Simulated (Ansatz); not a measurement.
Cr, one cell by several methods

```
CELL_PARAMETERS angstrom
-1.44195 1.44195 1.42753
1.44195 -1.44195 1.42753
1.44195 1.44195 -1.42753
ATOMIC_POSITIONS crystal
Cr 0.00000 0.00000 0.00000
```

Conventional cell: a = 2.884 Å, b = 2.884 Å, c = 2.855 Å, α = 90.00°, β = 90.00°, γ = 90.00°. Cr (atom 1) has 10 Cr at 2.49 to 2.86 Å as nearest neighbours.

The cell comes from COD entry 5000220, which wasn't checked; take it as a given geometry. The listed cell was then made from it by scaling, straining or moving an atom.

Levels of theory: DFT, PBE, PAW with Ansatz's default frozen-core files, scalar-relativistic (Ansatz 0.2.0); DFT, PBE, all-electron LAPW, scalar-relativistic (Ansatz 0.2.0).

For PAW: a Γ-centred 18×18×18 k mesh, Fermi–Dirac smearing of 0.08 eV, cutoff 420 eV, spin-polarised from start moments Cr 3 μB (the moments died away, and the run ended non-magnetic). LAPW targets a basis error of 1 meV/atom. The Ansatz runs share mesh, smearing and spin set-up. Plane-wave (PAW) pressures include the program's estimate of the Pulay term.

Stress and pressure are positive in compression.

PAW results:

| quantity | PAW |
| --- | --- |
| pressure (GPa) | -6.53 |
| stress xx (GPa) | -7.60 |
| stress zz (GPa) | -4.38 |

**Question.** What does LAPW (all electrons) give for the same quantities?

**Answer.** 
```tsv
quantity	LAPW
pressure (GPa)	-6.64
stress xx (GPa)	-7.72
stress zz (GPa)	-4.49
```
